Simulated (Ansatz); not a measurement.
Relativity in BaS

```
Ba S
1.0
     0.00000    3.19375    3.19375
     3.19375    0.00000    3.19375
     3.19375    3.19375    0.00000
Ba S
1 1
Direct
  0.00000 0.00000 0.00000
  0.50000 0.50000 0.50000
```

Atoms are numbered in the order listed.

The cell is COD entry 9008600, as deposited and not checked against the literature; nothing was relaxed.

One fixed cell is solved with PBE by LAPW (all electrons) in Ansatz 0.2.0 under different relativistic treatments. Pressure is positive in compression.

Numerical set-up: a Γ-centred 7×7×7 k mesh, Fermi–Dirac smearing of 0.01 eV, basis error target 0.25 meV/atom, no spin polarisation.

| setting | P (GPa) | gap over the k mesh and a high-symmetry path (eV) | lowest level at Γ above −25 eV, from the valence-band top or, without a gap, the Fermi level (eV) |
| --- | --- | --- | --- |
| scalar-relativistic | 0.83 | ? | -11.00 |
| non-relativistic | 1.12 | 2.06 | -23.25 |
| with spin–orbit coupling | 0.82 | 2.16 | ? |

**Question.** Fill in "gap over the k mesh and a high-symmetry path (eV)" for the row "scalar-relativistic".

**Answer.** 2.21.

**Question.** Give the missing entry: row "with spin–orbit coupling", column "lowest level at Γ above −25 eV, from the valence-band top or, without a gap, the Fermi level (eV)".

**Answer.** -12.47.
